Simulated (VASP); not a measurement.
Crystal: C.

```
C
1.0
     2.46729    0.00000    0.00000
    -1.23365    2.13674    0.00000
     0.00000    0.00000    7.80307
C
4
Cartesian
  0.0000 0.0000 1.9508
  0.0000 0.0000 5.8523
  0.0000 1.4245 1.9508
  1.2336 0.7122 5.8523
```

* Program: VASP 6.6.1
* Task: relaxation of cell and atoms
* Functional: PBE
* Dispersion: D3(BJ)
* Potentials or basis: VASP PAW PBE potentials, release 64 (C)
* Cutoff: 600 eV
* k mesh: 12 × 12 × 4
* Occupations: gaussian, width 0.03 eV
* Spin: no spin polarisation

At the start: pressure -1.1 GPa; volume 10.28 Å³/atom.

**Question.** Where does the relaxation end?

**Answer.** Over 12 steps the energy falls by 15.3 meV/atom and the volume is 8.80 Å³/atom (-14.4 %); space group P6_3/mmc (No. 194, to 0.05 Å).

The path:
| step | energy change (eV) | largest force (eV/Å) | pressure (GPa) | volume (Å³) |
| --- | --- | --- | --- | --- |
| 1 | 0.0000 | 0.0000 | -1.12 | 41.14 |
| 2 | -0.0034 | 0.0000 | 0.24 | 40.71 |
| 3 | -0.0048 | 0.0000 | 1.67 | 40.28 |
| 4 | -0.0057 | 0.0000 | 1.68 | 40.23 |
| 5 | -0.0082 | 0.0000 | 1.53 | 40.06 |
| 6 | -0.0133 | 0.0000 | 1.47 | 39.73 |
| 7 | -0.0233 | 0.0000 | 1.18 | 39.07 |
| 8 | -0.0417 | 0.0000 | 0.79 | 37.74 |
| 9 | -0.0612 | 0.0000 | 0.17 | 35.08 |
| 10 | -0.0612 | 0.0000 | 0.18 | 35.18 |
| 11 | -0.0612 | 0.0000 | -0.27 | 35.27 |
| 12 | -0.0612 | 0.0000 | 0.07 | 35.20 |

Final structure:
```yaml
crystal:
  lattice:
    - [2.46485, 0.00000, 0.00000]
    - [-1.23243, 2.13462, 0.00000]
    - [0.00000, 0.00000, 6.69061]
  atoms:
    - { symbol: C, position: [0.00000, 0.00000, 0.25000] }
    - { symbol: C, position: [0.00000, 0.00000, 0.75000] }
    - { symbol: C, position: [0.33333, 0.66667, 0.25000] }
    - { symbol: C, position: [0.66667, 0.33333, 0.75000] }
```
